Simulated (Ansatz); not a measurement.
# BeS in Ansatz: the effect of functional

Crystal: BeS.

```
S Be
1.0
     0.00000    2.39223    2.39223
     2.39223    0.00000    2.39223
     2.39223    2.39223    0.00000
S Be
1 1
Cartesian
  3.5883 3.5883 3.5883
  0.0000 0.0000 0.0000
```

The cell isn't the ideal one: volume scaled by 0.96.

Alike in all runs:

```yaml
Program: Ansatz 0.2.0
Task: single point
Potentials_or_basis: Ansatz PAW
k_mesh: 9 × 9 × 9
Occupations: fermi-dirac, width 0.05 eV
Spin: no spin polarisation
```

| functional | cutoff | gap on the mesh (eV) | pressure (GPa) |
| --- | --- | --- | --- |
| LDA | 420 eV (not typed: the program's choice for these potentials) | 2.91 | 0.8 |
| PBEsol | 420 eV (not typed: the program's choice for these potentials) | ? | ? |
| r2SCAN | 500 eV (not typed: the program's choice for these potentials) | 3.57 | 5.6 |

**Question.** What does the run with functional PBEsol give?

**Answer.** gap on the mesh 2.93 eV; pressure 3.5 GPa.

Caveats: odd divisions of the mesh miss points on the zone boundary, where band edges often lie, so the gap on the mesh can be too wide; the PAW data sets come from PBE, with cores solved anew for the run's functional, which leaves a small shift of forces and pressure.

A k mesh can miss the band edges.
